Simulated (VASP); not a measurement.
ZrN, 2 atoms in the cell. The structure is cubic, space group Fm-3m (No. 225). The conventional cell has a = 4.600 Å, b = 4.600 Å, c = 4.600 Å, α = 90.00°, β = 90.00°, γ = 90.00°. Around Zr (site symmetry m-3m) lie 6 N at 2.30 Å. N (site symmetry m-3m) has 6 Zr at 2.30 Å as nearest neighbours. 

```yaml
Program: VASP 6.6.1
Task: single point
Functional: LDA
Potentials_or_basis: VASP PAW LDA potentials, release 64 (Zr_sv_GW, N_GW)
Cutoff: 550 eV
k_mesh: 10 × 10 × 10
Occupations: gaussian, width 0.02 eV
Spin: no spin polarisation
Further_INCAR_settings: ALGO = Normal; EDIFF = 1e-07
```

Potentials or basis: VASP PAW LDA potentials, release 64 (Zr_sv_GW, N_GW).

Run with:

```sh
$ cat potpaw_LDA.64/Zr_sv_GW/POTCAR potpaw_LDA.64/N_GW/POTCAR > POTCAR
$ mpirun -np 1 vasp_std > vasp.out
```

Hardware: 1 thread of Intel(R) Xeon(R) Platinum 8488C (Sapphire Rapids) (shared host).

Q: How long does it take, and how much memory?

A: Run time: 37 s on 1 thread of Intel(R) Xeon(R) Platinum 8488C (Sapphire Rapids), with other jobs on the host, peak memory 0.15 GiB. Counts: scf iterations 20, k points 47.
